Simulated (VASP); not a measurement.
Here is a VASP 6.6.1 calculation.

Contents of INCAR:

```
SYSTEM = SrTiO3
ALGO = Normal
EDIFF = 1E-7
EDIFFG = -0.005
ENCUT = 600
GGA = PS
IBRION = 2
ISIF = 3
ISMEAR = 0
LASPH = .TRUE.
LCHARG = .FALSE.
LREAL = .FALSE.
LWAVE = .FALSE.
NELM = 80
NSW = 90
PREC = Accurate
SIGMA = 0.03
```

File KPOINTS:

```
k-points
0
G
  8 8 8
  0 0 0
```

Contents of POSCAR:

```
SrTiO3                                  
1.0
    3.8947475962      0.0000000000      0.0000000000
    0.0000000000      3.8947475962     -0.0000000000
    0.0000000000     -0.0000000000      3.8947475962
  Sr              Ti              O             
     1     1     3
Direct
     0.5000000000000000    0.5000000000000000    0.5000000000000000
     0.0000000000000000    0.0000000000000000    0.0000000000000000
     0.5000000000000000    0.0000000000000000    0.0000000000000000
     0.0000000000000000    0.5000000000000000    0.0000000000000000
     0.0000000000000000    0.0000000000000000    0.5000000000000000
```

Potentials or basis: VASP PAW PBE potentials, release 64 (Sr_sv, Ti_sv, O).

The run is started by

```sh
$ cat potpaw_PBE.64/Sr_sv/POTCAR potpaw_PBE.64/Ti_sv/POTCAR potpaw_PBE.64/O/POTCAR > POTCAR
$ mpirun -np 1 vasp_std > vasp.out
```

(1) Estimate the band gap on the k mesh.

## Answers

(1) 1.82 eV, indirect (least direct gap 2.17 eV).

Caveat: the relaxation stopped at its first step, so nothing moved.
